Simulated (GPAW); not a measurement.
# MgO (P-6m2) in GPAW: convergence with smearing function

Aim: find how far smearing function must go before the results for MgO settle, at PBE. This setting moves, with any that are tied to it; all else stays.

Everything below comes from runs of GPAW 26.7.0. Logs are shortened: lines on timing, memory, paths and dates and some standing lists are left out, and cuts for length are marked. The log counts tension as positive stress, the text compression.

### 1 Starting point

The structure is hexagonal, space group P-6m2 (No. 187). Conventional cell: a = 2.938 Å, b = 2.938 Å, c = 2.680 Å, α = 90.00°, β = 90.00°, γ = 120.00°. Mg (site symmetry -6m2) is surrounded by 6 O at 2.16 Å. O (site symmetry -6m2) has 6 Mg at 2.16 Å as nearest neighbours.

Measurements of this composition are mostly on another form, of space group No. 225.

### 2 With smearing function fermi-dirac

The input, run.py:

```python
from ase import Atoms
from ase.dft.bandgap import bandgap
from ase.io import write
from ase.units import GPa
from gpaw import GPAW, PW

atoms = Atoms(['Mg', 'O'],
              cell=[[2.9380209034, 0.0, 0.0],
                    [-1.4690104517, 2.5444007392, 0.0],
                    [0.0, 0.0, 2.67968]],
              scaled_positions=[[0.0, 0.0, 0.0],
                                [0.3333333333, 0.6666666667, 0.5]],
              pbc=True)

calc = GPAW(mode=PW(800),
            xc='PBE',
            kpts={'size': (8, 8, 8), 'gamma': True},
            occupations={'name': 'fermi-dirac', 'width': 0.1},
            nbands=16,
            convergence={'density': 1e-05, 'energy': 1e-05},
            maxiter=100,
            txt='gpaw.txt')
atoms.calc = calc
energy = atoms.get_potential_energy()
forces = atoms.get_forces()
stress = atoms.get_stress()
calc.write('gs.gpw')
write('result.traj', atoms)
print(f'Energy: {energy:.6f} eV')
print('Forces (eV/A):')
print(forces.round(4))
print('Stress (GPa):', (stress / GPa).round(3))
print('Fermi level:', round(calc.get_fermi_level(), 4), 'eV')
print(f'Gap: {bandgap(calc)[0]:.4f} eV, direct: {bandgap(calc, direct=True)[0]:.4f} eV')
```

Potentials or basis: GPAW PAW data sets (gpaw-data 1.2.1), pw.

Run with:

```bash
OMP_NUM_THREADS=1 python run.py
```

Wall time 17 s (1 thread of Intel Xeon Platinum 8259CL at 2.50GHz (Skylake/Cascade Lake), shared host); peak memory 0.15 GiB.

The run converged. Its results:

| Property | Result |
| --- | --- |
| Free energy | -11.5366 eV |
| Pressure | -0.1 GPa |
| Band gap on the k mesh | 3.05 eV, indirect (least direct gap 3.44 eV) |

### 3 With smearing function gaussian

run.py: that of step 2 with these lines changed.

```diff
@@ -17,3 +17,3 @@
             kpts={'size': (8, 8, 8), 'gamma': True},
-            occupations={'name': 'fermi-dirac', 'width': 0.1},
+            occupations={'name': 'methfessel-paxton', 'order': 0, 'width': 0.1},
             nbands=16,
```

Potentials or basis: GPAW PAW data sets (gpaw-data 1.2.1), pw.

Run with:

```bash
OMP_NUM_THREADS=1 python run.py
```

It took 16 s on 1 thread of Intel Xeon Platinum 8259CL at 2.50GHz (Skylake/Cascade Lake), shared host; peak memory 0.15 GiB.

The run converged. Its results:

```yaml
Free_energy: -11.5366 eV
Pressure: -0.1 GPa
Band_gap_on_the_k_mesh: 3.05 eV, indirect (least direct gap 3.44 eV)
```

### 4 With smearing function marzari-vanderbilt

run.py: that of step 3 with these lines changed.

```diff
@@ -17,3 +17,3 @@
             kpts={'size': (8, 8, 8), 'gamma': True},
-            occupations={'name': 'methfessel-paxton', 'order': 0, 'width': 0.1},
+            occupations={'name': 'marzari-vanderbilt', 'width': 0.1},
             nbands=16,
```

Run with:

```bash
OMP_NUM_THREADS=1 python run.py
```

Wall time 16 s (1 thread of Intel Xeon Platinum 8259CL at 2.50GHz (Skylake/Cascade Lake), shared host); peak memory 0.15 GiB.

It converged, with:

* Free energy: -11.5355 eV
* Pressure: -0.1 GPa
* Band gap on the k mesh: 3.05 eV, indirect (least direct gap 3.44 eV)

### 5 With smearing function methfessel-paxton

run.py: that of step 4 with these lines changed.

```diff
@@ -17,3 +17,3 @@
             kpts={'size': (8, 8, 8), 'gamma': True},
-            occupations={'name': 'marzari-vanderbilt', 'width': 0.1},
+            occupations={'name': 'methfessel-paxton', 'width': 0.1, 'order': 1},
             nbands=16,
```

Run with:

```bash
OMP_NUM_THREADS=1 python run.py
```

It took 16 s on 1 thread of Intel Xeon Platinum 8259CL at 2.50GHz (Skylake/Cascade Lake), shared host; peak memory 0.15 GiB.

The run converged. Its results:

```yaml
Free_energy: -11.5363 eV
Pressure: -0.1 GPa
Band_gap_on_the_k_mesh: 3.05 eV, indirect (least direct gap 3.44 eV)
```

### 6 With smearing function tetrahedron-method

run.py: that of step 5 with these lines changed.

```diff
@@ -17,3 +17,3 @@
             kpts={'size': (8, 8, 8), 'gamma': True},
-            occupations={'name': 'methfessel-paxton', 'width': 0.1, 'order': 1},
+            occupations={'name': 'tetrahedron-method'},
             nbands=16,
```

Potentials or basis: GPAW PAW data sets (gpaw-data 1.2.1), pw.

Run with:

```bash
OMP_NUM_THREADS=1 python run.py
```

It took 15 s on 1 thread of Intel Xeon Platinum 8259CL at 2.50GHz (Skylake/Cascade Lake), shared host; peak memory 0.15 GiB.

The run converged. Its results:

```yaml
Free_energy: -11.5366 eV
Pressure: -0.1 GPa
Band_gap_on_the_k_mesh: 3.05 eV, indirect (least direct gap 3.44 eV)
```

### 7 With smearing function improved-tetrahedron-method

run.py: that of step 6 with these lines changed.

```diff
@@ -17,3 +17,3 @@
             kpts={'size': (8, 8, 8), 'gamma': True},
-            occupations={'name': 'tetrahedron-method'},
+            occupations={'name': 'improved-tetrahedron-method'},
             nbands=16,
```

Run with:

```bash
OMP_NUM_THREADS=1 python run.py
```

It took 17 s on 1 thread of Intel Xeon Platinum 8259CL at 2.50GHz (Skylake/Cascade Lake), shared host; peak memory 0.15 GiB.

The run converged. Its results:

```yaml
Free_energy: -11.5366 eV
Pressure: -0.1 GPa
Band_gap_on_the_k_mesh: 3.05 eV, indirect (least direct gap 3.44 eV)
```

### 8 With smearing function fixed

run.py: that of step 7 with these lines changed.

```diff
@@ -17,3 +17,3 @@
             kpts={'size': (8, 8, 8), 'gamma': True},
-            occupations={'name': 'improved-tetrahedron-method'},
+            occupations={'width': 0.0},
             nbands=16,
```

Potentials or basis: GPAW PAW data sets (gpaw-data 1.2.1), pw.

Run with:

```bash
OMP_NUM_THREADS=1 python run.py
```

gpaw.txt:

```text
__  _  _
 | _ |_)|_||  |
 |__||  | ||/\| - 26.7.0

Input parameters:
  mode=PW(ecut=800.0),
  convergence={'density': 1e-05, 'energy': 1e-05},
  kpts=MonkhorstPack(size=(8, 8, 8), gamma=True),
  maxiter=100,
  nbands=16,
  occupations=Occupations(width=0.0),
  xc=XC(name='PBE')

Diagonalizing LCAO Hamiltonian
Converting LCAO to pw mode

        O

       Mg

Atoms  # Å, Bohr magnetons
|   | symbol |         x |        y |        z |    initial magnetic moments |
|---|--------|-----------|----------|----------|-----------------------------|
| 0 |     Mg |  0.000000 | 0.000000 | 0.000000 | ( 0.0000,  0.0000,  0.0000) |
| 1 |      O | -0.000000 | 1.696267 | 1.339840 | ( 0.0000,  0.0000,  0.0000) |

Unit cell  # Å
| periodic |         x |        y |        z |  lengths |     angles |
|----------|-----------|----------|----------|----------|------------|
|      yes |  2.938021 | 0.000000 | 0.000000 | 2.938021 |  90.000000 |
|      yes | -1.469010 | 2.544401 | 0.000000 | 2.938021 |  90.000000 |
|      yes |  0.000000 | 0.000000 | 2.679680 | 2.679680 | 120.000000 |

Number of symmetries: 12
Symmetry operations  # r_c * U_cc + t_c -> r_c
|    | kind |            matrix            |
|----|------|------------------------------|
|  0 |  σ   |  1, 1, 0,  0,-1, 0,  0, 0, 1 |
|  1 |  C2  |  1, 1, 0,  0,-1, 0,  0, 0,-1 |
|  2 |  E   |  1, 0, 0,  0, 1, 0,  0, 0, 1 |
|  3 |  σ   |  1, 0, 0,  0, 1, 0,  0, 0,-1 |
|  4 |  C3  |  0, 1, 0, -1,-1, 0,  0, 0, 1 |
|  5 |  S3  |  0, 1, 0, -1,-1, 0,  0, 0,-1 |
|  6 |  σ   |  0,-1, 0, -1, 0, 0,  0, 0, 1 |
|  7 |  C2  |  0,-1, 0, -1, 0, 0,  0, 0,-1 |
|  8 |  σ   | -1, 0, 0,  1, 1, 0,  0, 0, 1 |
|  9 |  C2  | -1, 0, 0,  1, 1, 0,  0, 0,-1 |
| 10 |  C3  | -1,-1, 0,  1, 0, 0,  0, 0, 1 |
| 11 |  S3  | -1,-1, 0,  1, 0, 0,  0, 0,-1 |

BZ-sampling:
  Number of BZ points: 512
  Number of IBZ points: 50

  Monkhorst-Pack size: [8, 8, 8]
  Monkhorst-Pack shift: [0.0625, 0.0625, 0.0625]

K-points  # in reciprocal-cell coordinates
|     |                                coordinates |     weight |
|-----|--------------------------------------------|------------|
|   0 | (  0.00000000,   0.00000000,   0.00000000) | 0.00195312 |
|   1 | (  0.00000000,   0.00000000,   0.12500000) | 0.00390625 |
|   2 | (  0.00000000,   0.00000000,   0.25000000) | 0.00390625 |
|   3 | (  0.00000000,   0.00000000,   0.37500000) | 0.00390625 |
|   4 | (  0.00000000,   0.00000000,   0.50000000) | 0.00195312 |
|   5 | (  0.12500000,   0.00000000,   0.00000000) | 0.01171875 |
|   6 | (  0.12500000,   0.00000000,   0.12500000) | 0.02343750 |
|   7 | (  0.12500000,   0.00000000,   0.25000000) | 0.02343750 |
|   8 | (  0.12500000,   0.00000000,   0.37500000) | 0.02343750 |
|   9 | (  0.12500000,   0.00000000,   0.50000000) | 0.01171875 |
| ... |                                            |            |
|  49 | (  0.50000000,   0.50000000,   0.50000000) | 0.00585938 |

Plane wave coefficients: 1056
Cutoff: 800.0 eV

Spin-components: 1 (collinear spins)
Bands:           16
Projectors:      10
Spin-degeneracy: 2
Datatype:        complex128

Parallelization:
  kpt:    1
  domain: 1
  band:   1

Density:
  Valence electrons: 16.0
  Components: 1
  Grid points: [20 20 18]
  Charge: 0.0  # |e|

Potential:
  Grid points: [20 20 18]

species:
  Mg:
    name:    Magnesium
    Z:       12.0
    valence: 10
    core:    2
    charge:  0.0  # [|e|]
    compensation charges:
      type: gauss
      rc: 0.33  # [Å]
      lmax: 2
    cutoffs:
      filter: 1.86  # [Å]
      core: 0.54  # [Å]
    projectors
    | kind |    occ | energy [eV] | rcut [Å] |
    |------|--------|-------------|----------|
    |   2s |  2.000 |     -79.840 |    1.090 |
    |   3s |  2.000 |      -4.705 |    1.090 |
    |   2p |  6.000 |     -46.613 |    1.085 |
    |   3p |  0.000 |      -1.330 |    1.085 |
    |    d |        |       0.000 |    1.037 |

    Using partial waves for Mg as LCAO basis

  O:
    name:    Oxygen
    Z:       8.0
    valence: 6
    core:    2
    charge:  0.0  # [|e|]
    compensation charges:
      type: gauss
      rc: 0.21  # [Å]
      lmax: 2
    cutoffs:
      filter: 1.17  # [Å]
      core: 0.83  # [Å]
    projectors
    | kind |    occ | energy [eV] | rcut [Å] |
    |------|--------|-------------|----------|
    |   2s |  2.000 |     -23.961 |    0.688 |
    |   2p |  4.000 |      -9.029 |    0.598 |
    |    s |        |       3.251 |    0.688 |
    |    p |        |      18.182 |    0.598 |
    |    d |        |       0.000 |    0.619 |

    Using partial waves for O as LCAO basis

Reference energy: -7490.497190  # eV

eigensolver:
  PPCG
  Converge bands: occupied
  niter=2

density mixing:
  MSR1-Mixer
  Pratt-step length: 0.05
  Maximum mixing coefficient: 0.75
  Old densities: 10
  SVD Regularization: 0.005
  Good broyden scale: 1.0
  Trust region scale: 1.0
  Backstep threshold: 4.0
  History deletion threshold: 6.0
  Fourier metric: weight=20.0, sigma=0.015

occupation numbers:
  # Zero width

poisson solver:
  ecut: 6400.0  # eV

xc functional:
  name: PBE with 2 nearest neighbor stencil

convergence criteria:
- Maximum integral of absolute [dens]ity change: 1e-05 electrons / valence electron
- Maximum [total energy] change in last 3 cyles: 1e-05 eV / valence electron
- Maximum integral of absolute [eigenst]ate change: 4e-08 eV^2 / valence electron
maximum number of iterations: 100

SCF iterations
|iter     | |      energy | eigst |  dens |
|---------|-|-------------|-------|-------|
|iter:   1| |  -13.030317 | +0.17 |       |
|iter:   2| |  -12.626597 | -2.03 | -0.97 |
|iter:   3| |  -11.536700 | -1.46 | -1.02 |
|iter:   4| |  -11.533862 | -3.09 | -1.56 |
|iter:   5| |  -11.536493 | -3.20 | -1.82 |
|iter:   6| |  -11.536551 | -5.29 | -2.95 |
|iter:   7| |  -11.536572c| -6.06 | -3.33 |
|iter:   8| |  -11.536572c| -7.86c| -4.33 |
|iter:   9| |  -11.536572c| -8.07c| -5.04c|

Converged in 9 steps
Energy contributions relative to reference atoms: (reference = -7490.497190)

Energy contributions:
  Kinetic:           9.764333
  Coulomb:          -8.126814
  Zero:              0.197362
  External:          0.000000
  Xc:              -13.371453
  Entropy:           0.000000
  Spinorbit:         0.000000
  ----------------------------
  Free energy:     -11.536572
  Extrapolated:    -11.536572

dipole moment: (-2.264705, -3.560427, -3.845079)  # |e|*Ang

Fermi level: 6.413
Eigenvalues  # (at kpt = [0.000, 0.000, 0.000])
| band index |      eig [eV] | occ [0-2] |
|------------|---------------|-----------|
|          0 |       -68.568 |     2.000 |
|          1 |       -35.329 |     2.000 |
|          2 |       -35.329 |     2.000 |
|          3 |       -35.270 |     2.000 |
|          4 |       -12.497 |     2.000 |
|          5 |         4.295 |     2.000 |
[... 8 lines left out ...]
|         14 |        27.441 |     0.000 |
|         15 |        27.441 |     0.000 |

Gap: 3.047 eV
Transition (v -> c):
  (s=0, k=30, n=7, [0.38, 0.38, 0.00]) -> (s=0, k=0, n=8, [0.00, 0.00, 0.00])
Direct/indirect transitions are different
Direct gap: 3.439 eV
Transition at: (s=0, k=0, n=7, [0.00, 0.00, 0.00])

Forces  # eV/Ang
|        x |       y |       z |
|----------|---------|---------|
|  0.00000 | 0.00000 | 0.00000 |  # Mg   0
| -0.00000 | 0.00000 | 0.00000 |  # O    1

Stress tensor  # eV/Ang^3
|        x |        y |        z |
|----------|----------|----------|
| 0.000686 | 0.000000 | 0.000000 |
| 0.000000 | 0.000686 | 0.000000 |
| 0.000000 | 0.000000 | 0.000366 |

# Writing to gs.gpw (mode='')
```

Wall time 14 s (1 thread of Intel Xeon Platinum 8259CL at 2.50GHz (Skylake/Cascade Lake), shared host); peak memory 0.15 GiB.

Results:

| Quantity | Value |
| --- | --- |
| Free energy | -11.5366 eV |
| Pressure | -0.1 GPa |
| Band gap on the k mesh | 3.05 eV, indirect (least direct gap 3.44 eV) |

### 9 The series at a glance

| smearing function | energy less the tightest run, at zero smearing (meV/atom) | SCF cycles | CPU time (s) | peak memory (GiB) |
| --- | --- | --- | --- | --- |
| fermi-dirac | 0.00 | 9 | 17 | 0.15 |
| gaussian | 0.00 | 9 | 16 | 0.15 |
| marzari-vanderbilt | 0.52 | 9 | 16 | 0.15 |
| methfessel-paxton | 0.07 | 9 | 16 | 0.15 |
| tetrahedron-method | 0.00 | 9 | 15 | 0.15 |
| improved-tetrahedron-method | 0.00 | 12 | 17 | 0.15 |
| fixed | 0.00 | 9 | 14 | 0.15 |

Against the tightest run, the energy stays within 1 meV/atom from fermi-dirac on. The tightest run that finished is the yardstick and may itself not be fully converged.
